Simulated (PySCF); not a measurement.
Compound: norbornene, C7H10.
SMILES: `C1=C[C@H]2CC[C@@H]1C2`

Computed geometry: GFN2-xTB, gas phase.

Take the most abundant isotopes and a rigid rotor. 

Question: Give the principal moments of inertia and the rotational constants in GHz.

Answer: Ia = 126.47, Ib = 144.49, Ic = 164.05 u·Å²; 505379 MHz·u·Å²/I gives 3996, 3498 and 3081 MHz, that is A = 3.9960, B = 3.4977, C = 3.0806 GHz.

Question: What kind of rotor is it?

Answer: An asymmetric top. Ray's parameter κ = (2B − A − C)/(A − C) = -0.089; −1 is the prolate and +1 the oblate limit.

Question: What does the inertial defect say?

Answer: Not planar: Δ = Ic − Ia − Ib = -106.91 u·Å². For a rigid frame Δ = −2 Σ m c², so Σ m c² = 53.45 u·Å² lies off the ab plane: 15.84 from hydrogen and 37.61 from heavier atoms. The atom farthest from that plane is 2.02 Å away.

Question: Give the other two planar moments, Paa and Pbb, and the rms extents of the mass along the axes.

Answer: Paa = Σ m a² = (Ib + Ic − Ia)/2 = 91.04 and Pbb = Σ m b² = (Ia + Ic − Ib)/2 = 73.02 u·Å². With the mass M = 94.08 u, the rms extents √(P/M) along a, b and c are 0.98, 0.88, 0.75 Å.

Question: Give the coordinates in the principal-axis frame, origin at the centre of mass.

Answer: The sense of each axis is arbitrary; atoms in the order of the calculation.
```
atom  mass (u)   a (Å)   b (Å)   c (Å)
  C1    12.000   1.229  -0.664  -0.515
  C2    12.000   1.230   0.663  -0.514
  C3    12.000   0.062   1.115   0.324
  C4    12.000  -1.199   0.770  -0.504
  C5    12.000  -1.200  -0.770  -0.504
  C6    12.000   0.061  -1.115   0.324
  C7    12.000   0.026   0.000   1.374
  H8     1.008   1.875  -1.331  -1.056
  H9     1.008   1.876   1.329  -1.055
 H10     1.008   0.097   2.141   0.682
 H11     1.008  -1.141   1.187  -1.509
 H12     1.008  -2.090   1.169  -0.020
 H13     1.008  -2.091  -1.166  -0.019
 H14     1.008  -1.143  -1.186  -1.509
 H15     1.008   0.095  -2.142   0.681
 H16     1.008   0.901  -0.001   2.022
 H17     1.008  -0.880   0.000   1.978
```

No GFN2-xTB frequencies stand behind this structure, so it isn't proved a minimum. These are rigid-rotor constants of the computed structure; measured ground-state constants (B0) also hold zero-point vibration.
